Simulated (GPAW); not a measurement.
Runs of GPAW 26.7.0 on Ru. Symmetry: P6_3/mmc, No. 194, hexagonal system. The conventional cell has a = 2.706 Å, b = 2.706 Å, c = 4.282 Å, α = 90.00°, β = 90.00°, γ = 120.00°. Ru (site symmetry -6m2) is surrounded by 12 Ru at 2.65 to 2.71 Å. 

```csv
task,level,potentials or basis,spin,cell,cutoff (eV),maxiter,optimizer,fmax,max steps,target pressure,other keys,gap on the mesh (eV),pressure (GPa),relaxed volume (Å³/atom)
relaxation of cell and atoms,mBEEF,"GPAW PAW data sets (gpaw-data 1.2.1), pw",off,relaxed to 1 GPa,600,150,LBFGS,0.05 eV/Å,100,1 GPa,-,none,1.3,-
single point,PBE,"GPAW PAW data sets (gpaw-data 1.2.1), pw",off,as given,500,50,-,-,-,-,"several, not listed",none,2.3,-
relaxation of cell and atoms,RPBE+D4,"the program's PAW data sets (release 1.2.1) made for this functional, pw",off,relaxed,600,150,BFGS,0.02 eV/Å,40,-,-,none,0.0,(a)
relaxation of cell and atoms,BLYP+D3(BJ),"PAW data sets generated in the run's folder for this functional, pw",off,relaxed,600,150,BFGS,0.02 eV/Å,40,-,-,none,0.1,13.50
relaxation of cell and atoms,r2SCAN,"GPAW PAW data sets (gpaw-data 1.2.1), pw",off,relaxed to -1 GPa,600,150,BFGS,0.01 eV/Å,100,-1 GPa,-,none,-1.1,-
band structure,revPBE,"the program's PAW data sets (release 1.2.1) made for this functional, pw","SOC, no magnetisation",as given,600,150,-,-,-,-,-,-,6.8,-
relaxation of cell and atoms,PBE,"GPAW PAW data sets (gpaw-data 1.2.1), pw",off,relaxed,600,150,BFGS,0.01 eV/Å,40,-,-,none,0.0,(b)
```

Alike in all rows: k mesh 8 × 8 × 5; smearing fermi-dirac 0.05 eV.

Estimate the missing entries.

(a) 13.44; (b) 13.71.

Caveats: later steps reuse the first step's grids (some runs); the PAW data sets were made with another functional, which shifts forces and pressure a little (some runs); pairwise dispersion overbinds metals, which lowers pressure and volume (some runs); the cutoff is short for stress and forces, so pressures can be off by a GPa or more (some runs); spin-orbit coupling was added after a scalar SCF, so levels and gaps hold it while energy, forces, pressure and moments don't (some runs); this program's spin-orbit splittings come out too wide for heavy elements (some runs).

A k mesh can miss the band edges, and rows without SOC leave out spin-orbit coupling on Ru.

A gap of «none» marks a metal or a gap under the smearing width.
